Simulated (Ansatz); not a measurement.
# TiO2 (R-3m): calculation of the dielectric tensor and Born charges

Aim: a calculation of the dielectric tensor and Born charges, for TiO2 (R-3m), run from a script.

Program: Ansatz 0.2.0, driven from Python. Level of theory: DFT PBEsol, plane waves, PAW. These are calculated values, not measurements.

## (1) The structure

It takes space group R-3m (No. 166, trigonal). Conventional cell: a = 2.995 Å, b = 2.995 Å, c = 20.945 Å, α = 90.00°, β = 90.00°, γ = 120.00°. Around Ti (site symmetry -3m) lie 6 O at 1.98 Å. Around O (site symmetry 3m) lie 3 Ti at 1.98 Å.

The script reads tio2.cif:

```cif
data_TiO2
_cell_length_a 7.192447
_cell_length_b 7.192447
_cell_length_c 7.192447
_cell_angle_alpha 24.03156
_cell_angle_beta 24.03156
_cell_angle_gamma 24.03156
_symmetry_space_group_name_H-M 'P 1'
_symmetry_Int_Tables_number 1
loop_
_symmetry_equiv_pos_as_xyz
'x, y, z'
loop_
_atom_site_label
_atom_site_type_symbol
_atom_site_fract_x
_atom_site_fract_y
_atom_site_fract_z
Ti1 Ti    0.000000    0.000000    0.000000
O2 O    0.620467    0.620467    0.620467
O3 O    0.379533    0.379533    0.379533
```

## (2) The code

Input file run_eps.py:

```python
'''Response of TiO2 to an electric field.'''

import warnings

import ansatz as az
from ase.io import read
import numpy as np

FILLING = 'fixed'

warnings.simplefilter('ignore', az.DeckWarning)

atoms = read('tio2.cif')
tio2 = az.Crystal.from_ase(atoms)

# an insulator: whole occupations
job = (
    tio2.calculation()
    .functional(az.Functional.PBESOL)
    .kpoints(8)
    .occupations(FILLING)
    .dielectric()
)
result = job.run()
response = result.dielectric
eps = np.asarray(response.eps_inf)

print(f'mean eps_inf {np.trace(eps) / 3:.3f}, fraction of exact exchange 1/eps = {3 / np.trace(eps):.3f}')
print(np.array2string(eps, precision=3, suppress_small=True))
for site, z in zip(result.lattice.sites, response.zstar_e):
    print(f'{site.symbol:2s} Z* trace/3 = {np.trace(z) / 3:+.3f} e')
print(f'charge neutrality missed by {response.zstar_sum_residual_pre_e:.4f} e before the sum rule')
```

## (3) The calls as engine input

The package turns the script's settings into the engine's input:

```yaml
crystal:
  lattice:
    - [7.192447, 0.0, 0.0]
    - [6.569014885861793, 2.9290505760630303, 0.0]
    - [6.569014885861793, 1.3981782600704544, 2.5737977446181604]
  atoms:
    - { symbol: Ti, position: [0.0, 0.0, 0.0] }
    - { symbol: O, position: [0.620467, 0.6204669999999999, 0.620467] }
    - { symbol: O, position: [0.379533, 0.3795330000000001, 0.379533] }
kpoints:
  mp_grid:
    grid: [8, 8, 8]
hamiltonian:
  xc: pbesol
scf:
  occupations:
    method: fixed
dielectric: {}
```

## (4) Running it

The run is started by

```
$ python run_eps.py
```

Without the output at hand: what should come out? Wanted: free energy; gap on the mesh; electronic dielectric constant; largest mean Born charge.

The runs gave:

| quantity | value |
| --- | --- |
| free energy | -3599.3886 eV (-1199.7962 eV/atom) |
| gap on the mesh | 2.68 eV |
| electronic dielectric constant | 1.76 to 5.13 |
| largest mean Born charge | +5.09 e on Ti |

In words: The mean electronic dielectric constant of 4.01 means a refractive index near 2.00 below the gap, with birefringence. The ions' share of the static constant isn't in it. On the mesh the gap is 2.68 eV; the true edges may lie between its points. Gaps at this rung are as a rule too small against experiment. No spin polarisation was allowed. The Fermi level of a run with fixed occupations marks the highest occupied state on its mesh, not mid-gap. Averages over directions belong to no single polarisation, least of all in layered crystals. Pressure is positive in compression. The structure comes from a database of computed cells and needn't be a stable or known phase. This is the electronic (clamped-ion) response; a semilocal gap that is too small tends to raise it. The typed mesh is that of the SCF; the response is solved on denser meshes that the run picks.
